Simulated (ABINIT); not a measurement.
Input of an ABINIT 10.8.3 (patched build) run:

The input run.abi:

```
ndtset 7
getwfk -1
scalecart1 3*0.9795861087
scalecart2 3*0.9864848297
scalecart3 3*0.9932883884
scalecart4 3*1.0000000000
scalecart5 3*1.0066227096
scalecart6 3*1.0131594038
scalecart7 3*1.0196128224

pp_dirpath "./"
pseudos "Sr.GGA_PBE-JTH.xml, O.GGA_PBE-JTH.xml"

acell 6.8583759662 6.8583759662 6.8583759662
rprim
     0.0000000000     0.7071067812     0.7071067812
     0.7071067812     0.0000000000     0.7071067812
     0.7071067812     0.7071067812     0.0000000000
ntypat 2
znucl 38 8
natom 2
typat 1 2
xred
     0.5000000000     0.5000000000     0.5000000000
     0.0000000000     0.0000000000     0.0000000000

ecut 28.0
pawecutdg 50.0

kptopt 1
ngkpt 9 9 9
nshiftk 1
shiftk 0.0 0.0 0.0

ixc -497498
usekden 1
pawxcdev 0

nband 12
occopt 3
tsmear 0.05 eV

nstep 100
tolvrs 1.0e-7

iomode 3
prtwf 1
prtden 0
prteig 0
prtebands 0
```

Potentials or basis: JTH PAW PBE v2.0.

The run is started by

```bash
$ abinit run.abi > log 2>&1
```

Task: What does it give for the equilibrium volume?

Result: 17.15 Å³/atom.

Task: Estimate the pressure derivative of the bulk modulus.

Result: 4.5.

Energy against volume, from the lowest point:
| volume (Å³/atom) | energy (meV/atom) |
| --- | --- |
| 15.887 | 31.05 |
| 16.225 | 15.99 |
| 16.563 | 6.11 |
| 16.901 | 0.94 |
| 17.239 | 0.00 |
| 17.577 | 2.78 |
| 17.915 | 8.97 |

Caveat: pressures at fixed basis lie under the slope of the energies; the PAW data sets were made with another functional, which shifts forces and pressure a little. Zero-point motion and thermal expansion aren't in these numbers.
